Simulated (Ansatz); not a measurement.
Computed results, one entry a study.

```xyz
2
Lattice="0.000 2.389 2.389 2.389 0.000 2.389 2.389 2.389 0.000" Properties=species:S:1:pos:R:3 pbc="T T T" subject="BAs (F-43m): band gap by G0W0 on HSE06" method="G0W0 on HSE06, plane waves, PAW (and 1 further level or step)" program="Ansatz 0.2.0" settings_of_one_run="cutoff 420 eV, 6×6×6 k-mesh, default PAW, empty bands 81, screening cutoff 120 eV, screening contour deformation, QP bands (v2, c2)" cost="2 runs, 20 s in all on 1 × NVIDIA H100 80GB HBM3 (shared by 6 runs) with 3 threads of AMD EPYC 7R13 (Zen 3), shared host (the runs of this entry)" notes="In doubt: masses and optical values from hybrid runs of this build are listed as unsure (in some of the runs), which bears on the screening that GW takes from such a start. The cell and positions come from the Crystallography Open Database and are kept as given unless a step says otherwise. Limits: no spin-orbit coupling. Bands and cutoff are finite, so the gap is not at the basis limit. The miss can reach some tenths of an eV and take either sign; the mesh is an error of its own." hse06_gap="1.83 eV, indirect" g0w0_gap_on_the_mesh="2.14 eV, from k = Γ to k = (0.000, 0.333, 0.333)" g0w0_gap_over_the_zone_rigid_shift="2.03 eV" gw_settings="6×6×6 mesh, 81 empty bands, screening to 120 eV" known_limits="not at the basis limit; no spin-orbit coupling"
B     0.000    0.000    0.000
As    1.194    1.194    1.194
```

[Paths, hosts, dates, memory and timing lines, banners, echoed tables and standing remarks are left out of the program output.]

[Logs are printed without paths, hosts, clocks, repeated set-up lines and the standing remarks that a program may print on its own settings, such as how far it seeks lower states.]

[Runs of the session that timed out or met a known fault of the program may be left out.]

[Cells called generated may have been cut or substituted from an entry of the Crystallography Open Database or the Materials Project.]

[Hosts, paths, dates, database ids (printed as entryN), source tags and the programs' standing remarks are cut or masked in the printed files.]
